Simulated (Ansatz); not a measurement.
Runs of Ansatz 0.2.0 on Mg. It takes space group Fm-3m (No. 225, cubic). The conventional cell has a = 4.489 Å, b = 4.489 Å, c = 4.489 Å, α = 90.00°, β = 90.00°, γ = 90.00°. Around Mg (site symmetry m-3m) lie 12 Mg at 3.17 Å. This isn't the form of Mg at room conditions, which is hcp.

```csv
level,cutoff (eV),gap on the mesh (eV),pressure (GPa),relaxed volume (Å³/atom)
revPBE,420,none,0.0,(a)
BLYP,420,none,0.0,23.62
LDA,420,none,0.0,(b)
r2SCAN,500,none,0.0,22.71
PBEsol,420,none,0.0,22.65
```

Alike in all rows: task relaxation of cell and atoms; potentials or basis Ansatz PAW; no spin polarisation; cell relaxed; k mesh 10 × 10 × 10; smearing fermi-dirac 0.05 eV.

Question: Estimate the missing entries.

Answer: (a) 23.71; (b) 21.75.

Caveats: the plane-wave basis is chosen anew once the cell has moved, so the energies of steps on either side of that aren't comparable; the PAW data sets come from PBE, with cores solved anew for the run's functional, which leaves a small shift of forces and pressure.

A gap of «none» marks a metal or a gap under the smearing width.

Runs at the PBE level aren't shown here.
